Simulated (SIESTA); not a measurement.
The system is Li2S.

```
S Li
1.0
     0.00000    2.84450    2.84450
     2.84450    0.00000    2.84450
     2.84450    2.84450    0.00000
S Li
1 2
Direct
  0.00000 0.00000 0.00000
  0.75000 0.75000 0.75000
  0.25000 0.25000 0.25000
```

Base run:

| Property | Result |
| --- | --- |
| Program | SIESTA 5.4.2 |
| Functional | BLYP |
| Potentials or basis | PseudoDojo 0.4 standard (PBE files) |
| Basis | DZP (energy shift 0.003 Ry; two zetas on semicore shells) |
| Grid cutoff | 800 Ry |
| Energy shift | 0.003 Ry |
| k mesh | 8 × 8 × 8 |
| Occupations | fermi-dirac, width 0.05 eV |
| Spin | no spin polarisation |

Its results: band gap on the k mesh 3.68 eV, indirect (least direct gap 4.59 eV); pressure 3.0 GPa.

**Question.** The run is repeated on the same cell with these changes: functional from BLYP to PBE; k mesh from 8 × 8 × 8 to 6 × 6 × 6. What comes out?

**Answer.** Band gap on the k mesh 3.43 eV, indirect (least direct gap 4.33 eV); pressure 1.5 GPa.

Several settings changed at once, so the effect can't be laid on one alone.

Caveats: the basis of atomic orbitals isn't converged, which shifts pressures, moduli and gaps; the potentials were made for another functional, which shifts forces and pressure (some runs).

Not every run made on this cell is shown here.
